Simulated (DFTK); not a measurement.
# GaP (F-43m) in DFTK: equation of state

Aim: energy against volume of GaP in PBE, for its equilibrium volume and stiffness.

Program: DFTK 0.8.2. These are calculated values, not measurements. Logs are shortened: lines on timing, memory, paths and dates and some standing lists are left out, and cuts for length are marked.

**Measured values to compare with.**

From “Phosphorous dimerization in GaP at high pressure”, 2017, arxiv:1709.06667, for a bulk crystal of GaP: bulk modulus 87.5 ± 0.6 GPa.

The results are compared with them further down.

### 1 Starting point

It takes space group F-43m (No. 216, cubic). The conventional cell has a = 5.451 Å, b = 5.451 Å, c = 5.451 Å, α = 90.00°, β = 90.00°, γ = 90.00°. Around Ga (site symmetry -43m) lie 4 P at 2.36 Å. Around P (site symmetry -43m) lie 4 Ga at 2.36 Å.

### 2 Equation of state, PBE

run.jl

```julia
using DFTK
using PseudoPotentialData
using Unitful, UnitfulAtomic
using LinearAlgebra, Printf
include("save.jl")
disable_threading()

# lattice vectors are the columns
lattice = austrip(1u"Å") * [           0.0        2.72525        2.72525;
                  2.72525            0.0        2.72525;
                  2.72525        2.72525            0.0]
symbols   = [:Ga, :P]
positions = [[0.0, 0.0, 0.0],
             [0.75, 0.75, 0.75]]
pseudopotentials = PseudoFamily("dojo.nc.sr.pbe.v0_4_1.standard.upf")
elements = Dict(s => ElementPsp(s, pseudopotentials) for s in unique(symbols))
atoms    = [elements[s] for s in symbols]

build_model(lattice, positions; symmetries=true) =
    model_DFT(lattice, atoms, positions;
              functionals=PBE(),
              temperature=austrip(0.05u"eV"),
              smearing=Smearing.FermiDirac(),
              symmetries)
Ecut  = 40.0  # hartree
kgrid = [8, 8, 8]
tol   = 1e-6
to_GPa = ustrip(uconvert(u"GPa", 1u"hartree/bohr^3"))

results["points"] = []
for scale in [0.94, 0.96, 0.98, 1.0, 1.02, 1.04, 1.06]
    println("\n=== scale = ", scale)
    model = build_model(cbrt(scale) * lattice, positions)
    basis = PlaneWaveBasis(model; Ecut, kgrid)
    t0 = time()
    scfres = self_consistent_field(basis;
                                   tol,
                                   nbandsalg=AdaptiveBands(model; n_bands_converge=14))
    seconds = time() - t0
    @printf "SCF: %d iterations, %.1f s\n" scfres.n_iter seconds
    forces = compute_forces_cart(scfres)
    stress = compute_stresses_cart(scfres)
    @printf "V = %.5f Å^3  F = %.8f Ha  max force = %.5f eV/Å  p = %.4f GPa\n" ustrip(auconvert(u"Å^3", model.unit_cell_volume)) scfres.energies.total ustrip(auconvert(u"eV/Å", maximum(norm, forces))) (-tr(stress) / 3 * to_GPa)
    push!(results["points"], save_scf!(scfres; forces, stress, d=Dict{String,Any}("seconds" => seconds, "n_matvec" => get(scfres, :n_matvec, 0))))
end

# third-order Birch-Murnaghan fit in x = V^(-2/3)
V = [0.94, 0.96, 0.98, 1.0, 1.02, 1.04, 1.06] * abs(det(lattice))
E = [p["total"] for p in results["points"]]
x = V .^ (-2 / 3)
c = [x .^ 0 x x .^ 2 x .^ 3] \ E
Δ = c[3]^2 - 3c[2] * c[4]
if Δ > 0
    x0 = (-c[3] + sqrt(Δ)) / 3c[4]
    B0 = 4 / 9 * x0^(7 / 2) * (2c[3] + 6c[4] * x0)
    @printf "V0 = %.4f Å^3  B0 = %.2f GPa\n" ustrip(auconvert(u"Å^3", x0^(-3 / 2))) B0 * to_GPa
end
```

Potentials or basis: dojo.nc.sr.pbe.v0_4_1.standard.upf (PBE).

On the command line:

```
julia --threads=1 run.jl  # save.jl only writes the numbers to a file and isn't shown; printed stress counts tension as positive; times include loading and compiling
```

Log:

```text
=== scale = 0.94
n     Energy            log10(ΔE)   log10(Δρ)   Diag   Δtime
---   ---------------   ---------   ---------   ----   ------
  1   -83.40759108125                   -0.88    5.0    12.4s
  2   -83.42515567133       -1.76       -1.42    2.0    6.82s
  3   -83.42547187458       -3.50       -1.94    2.0    6.24s
  4   -83.42549810599       -4.58       -2.54    1.9    5.71s
  5   -83.42550056606       -5.61       -3.35    2.3    6.21s
  6   -83.42550071565       -6.83       -3.39    2.7    7.30s
  7   -83.42550075929       -7.36       -3.85    1.9    7.15s
  8   -83.42550076436       -8.30       -4.56    1.1    4.91s
  9   -83.42550076520       -9.08       -5.18    2.6    6.78s
 10   -83.42550076521      -10.72       -5.44    2.3    6.71s
[... 62 further cycles ...]
  1   -83.41058693645                   -0.92    4.8    13.2s
  2   -83.42837334172       -1.75       -1.43    2.0    6.38s
  3   -83.42870939011       -3.47       -1.89    2.1    7.09s
  4   -83.42873325215       -4.62       -2.51    1.5    6.22s
  5   -83.42873571155       -5.61       -3.23    2.3    7.06s
  6   -83.42873594895       -6.62       -3.37    2.4    6.97s
  7   -83.42873599923       -7.30       -4.04    2.0    6.74s
  8   -83.42873600101       -8.75       -4.51    1.6    5.52s
  9   -83.42873600163       -9.21       -5.58    2.1    7.19s
 10   -83.42873600164      -10.98       -6.16    3.5    7.76s
SCF: 10 iterations, 74.9 s
V = 42.90964 Å^3  F = -83.42873600 Ha  max force = 0.00000 eV/Å  p = -1.9406 GPa
V0 = 41.7884 Å^3  B0 = 76.73 GPa
```

Run time: 18 min. Hardware: 1 thread of Intel Xeon Platinum 8488C (Sapphire Rapids), shared host; peak memory 1.9 GiB.

What came out:

- Equilibrium volume: 20.89 Å³/atom
- Bulk modulus: 77 GPa
- Pressure derivative of the bulk modulus: 4.5

Energy against volume, from the lowest point:
```csv
volume (Å³/atom),energy (meV/atom)
19.026,47.17
19.431,27.74
19.836,13.84
20.240,4.91
20.645,0.45
21.050,0.00
21.455,3.15
```

### 3 Single point, PBE, 19.03 Å³/atom (volume scaled by 0.94)

run.jl is that of step 2.

Potentials or basis: dojo.nc.sr.pbe.v0_4_1.standard.upf (PBE).

On the command line:

```
julia --threads=1 run.jl  # one pass of the loop, scale = 0.94; save.jl only writes the numbers to a file and isn't shown; printed stress counts tension as positive; times include loading and compiling
```

Wall time 82 s (1 thread of Intel Xeon Platinum 8488C (Sapphire Rapids), shared host).

Results (log left out):

```yaml
Free_energy: -2270.1235 eV
Pressure: 8.8 GPa
Band_gap_on_the_k_mesh: 1.52 eV, indirect (least direct gap 2.34 eV)
```

### 4 Single point, PBE, 19.43 Å³/atom (volume scaled by 0.96)

run.jl is that of step 3.

On the command line:

```
julia --threads=1 run.jl  # one pass of the loop, scale = 0.96; save.jl only writes the numbers to a file and isn't shown; printed stress counts tension as positive; times include loading and compiling
```

Wall time 81 s (1 thread of Intel Xeon Platinum 8488C (Sapphire Rapids), shared host).

Results (log left out):

```yaml
Free_energy: -2270.1624 eV
Pressure: 6.5 GPa
Band_gap_on_the_k_mesh: 1.57 eV, indirect (least direct gap 2.16 eV)
```

### 5 Single point, PBE, 19.84 Å³/atom (volume scaled by 0.98)

run.jl is that of step 4.

On the command line:

```
julia --threads=1 run.jl  # one pass of the loop, scale = 0.98; save.jl only writes the numbers to a file and isn't shown; printed stress counts tension as positive; times include loading and compiling
```

It took 88 s on 1 thread of Intel Xeon Platinum 8488C (Sapphire Rapids), shared host.

The run converged. Its results:

```yaml
Free_energy: -2270.1902 eV
Pressure: 4.5 GPa
Band_gap_on_the_k_mesh: 1.61 eV, indirect (least direct gap 1.99 eV)
```

### 6 Single point, PBE, 20.24 Å³/atom

run.jl is that of step 5.

Potentials or basis: dojo.nc.sr.pbe.v0_4_1.standard.upf (PBE).

On the command line:

```
julia --threads=1 run.jl  # one pass of the loop, scale = 1.0; save.jl only writes the numbers to a file and isn't shown; printed stress counts tension as positive; times include loading and compiling
```

It took 82 s on 1 thread of Intel Xeon Platinum 8488C (Sapphire Rapids), shared host.

Results (log left out):

| Quantity | Value |
| --- | --- |
| Free energy | -2270.2080 eV |
| Pressure | 2.6 GPa |
| Band gap on the k mesh | 1.64 eV, indirect (least direct gap 1.82 eV) |

### 7 Single point, PBE, 20.65 Å³/atom (volume scaled by 1.02)

run.jl is that of step 6.

On the command line:

```
julia --threads=1 run.jl  # one pass of the loop, scale = 1.02; save.jl only writes the numbers to a file and isn't shown; printed stress counts tension as positive; times include loading and compiling
```

Wall time 84 s (1 thread of Intel Xeon Platinum 8488C (Sapphire Rapids), shared host).

It converged, with:

```yaml
Free_energy: -2270.2170 eV
Pressure: 0.9 GPa
Band_gap_on_the_k_mesh: 1.61 eV, indirect (least direct gap 1.66 eV)
```

### 8 Single point, PBE, 21.05 Å³/atom (volume scaled by 1.04)

run.jl is that of step 7.

On the command line:

```
julia --threads=1 run.jl  # one pass of the loop, scale = 1.04; save.jl only writes the numbers to a file and isn't shown; printed stress counts tension as positive; times include loading and compiling
```

Wall time 95 s (1 thread of Intel Xeon Platinum 8488C (Sapphire Rapids), shared host).

The run converged. Its results:

| Item | Value |
| --- | --- |
| Free energy | -2270.2179 eV |
| Pressure | -0.6 GPa |
| Band gap on the k mesh | 1.50 eV, direct |

### 9 Single point, PBE, 21.45 Å³/atom (volume scaled by 1.06)

run.jl is that of step 8.

Potentials or basis: dojo.nc.sr.pbe.v0_4_1.standard.upf (PBE).

On the command line:

```
julia --threads=1 run.jl  # one pass of the loop, scale = 1.06; save.jl only writes the numbers to a file and isn't shown; printed stress counts tension as positive; times include loading and compiling
```

Run time: 75 s. Hardware: 1 thread of Intel Xeon Platinum 8488C (Sapphire Rapids), shared host.

Results (log left out):

- Free energy: -2270.2116 eV
- Pressure: -1.9 GPa
- Band gap on the k mesh: 1.34 eV, direct

### 10 Against experiment

Step 2. Measured bulk modulus of GaP: 87.5 GPa (“Phosphorous dimerization in GaP at high pressure”, 2017, arxiv:1709.06667). This calculation gives 77 GPa (-12.3 %). The fit is for a static lattice scaled at fixed shape and fixed fractional positions.
